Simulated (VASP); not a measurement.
SnGe7:

```
Sn Ge
1.0
     0.00000    5.75893   -5.75893
     5.75893    5.75893    0.00000
     5.75893    0.00000   -5.75893
Sn Ge
2 14
Direct
  0.50000 0.00000 0.50000
  0.50000 0.50000 0.50000
  0.00000 0.00000 0.50000
  0.00000 0.50000 0.50000
  0.50000 0.00000 0.00000
  0.50000 0.50000 0.00000
  0.00000 0.00000 0.00000
  0.00000 0.50000 0.00000
  0.37500 0.37500 0.37500
  0.37500 0.87500 0.37500
  0.87500 0.37500 0.37500
  0.87500 0.87500 0.37500
  0.37500 0.37500 0.87500
  0.37500 0.87500 0.87500
  0.87500 0.37500 0.87500
  0.87500 0.87500 0.87500
```

The cell was built by a generator and needn't be a form met in nature.

| Quantity | Value |
| --- | --- |
| Program | VASP 6.6.1 |
| Task | relaxation of cell and atoms |
| Functional | PBEsol |
| Potentials or basis | VASP PAW PBE potentials, release 64 (Sn_d, Ge_d) |
| Cutoff | 600 eV |
| k mesh | 6 × 6 × 6 |
| Occupations | gaussian, width 0.03 eV |
| Spin | no spin polarisation |

At the start: pressure 1.6 GPa; volume 23.87 Å³/atom.

Question: How do energy, volume and symmetry change on relaxing?

Answer: Over 10 steps the energy falls by 26.8 meV/atom and the volume is 24.28 Å³/atom (+1.7 %); space group Amm2 (No. 38, to 0.05 Å).

The path:
| step | energy change (eV) | largest force (eV/Å) | pressure (GPa) | volume (Å³) |
| --- | --- | --- | --- | --- |
| 1 | 0.0000 | 1.5541 | 1.64 | 381.99 |
| 2 | -0.3752 | 0.4296 | -1.02 | 395.68 |
| 3 | -0.3772 | 0.3497 | -1.17 | 396.80 |
| 4 | -0.4268 | 0.0586 | 0.02 | 388.13 |
| 5 | -0.4269 | 0.0574 | 0.06 | 388.24 |
| 6 | -0.4269 | 0.0551 | 0.03 | 388.49 |
| 7 | -0.4280 | 0.0374 | 0.01 | 388.54 |
| 8 | -0.4280 | 0.0336 | -0.02 | 388.56 |
| 9 | -0.4284 | 0.0119 | 0.00 | 388.41 |
| 10 | -0.4284 | 0.0094 | 0.03 | 388.41 |

Final structure:
```yaml
crystal:
  lattice:
    - [-0.00414, 5.78747, -5.79808]
    - [5.78333, 5.78333, 0.00000]
    - [5.78747, -0.00414, -5.79808]
  atoms:
    - { symbol: Sn, position: [0.50044, 0.99956, 0.50044] }
    - { symbol: Sn, position: [0.50044, 0.49956, 0.50044] }
    - { symbol: Ge, position: [0.00028, 0.00012, 0.49949] }
    - { symbol: Ge, position: [0.00028, 0.50012, 0.49949] }
    - { symbol: Ge, position: [0.49949, 0.00012, 0.00028] }
    - { symbol: Ge, position: [0.49949, 0.50012, 0.00028] }
    - { symbol: Ge, position: [0.00045, 0.99955, 0.00045] }
    - { symbol: Ge, position: [0.00045, 0.49955, 0.00045] }
    - { symbol: Ge, position: [0.36546, 0.38454, 0.36546] }
    - { symbol: Ge, position: [0.36546, 0.88454, 0.36546] }
    - { symbol: Ge, position: [0.88843, 0.37076, 0.37006] }
    - { symbol: Ge, position: [0.88843, 0.87076, 0.37006] }
    - { symbol: Ge, position: [0.37006, 0.37076, 0.88843] }
    - { symbol: Ge, position: [0.37006, 0.87076, 0.88843] }
    - { symbol: Ge, position: [0.87539, 0.37461, 0.87539] }
    - { symbol: Ge, position: [0.87539, 0.87461, 0.87539] }
```

Caveat: the PAW data sets were made with another functional, which shifts forces and pressure a little.
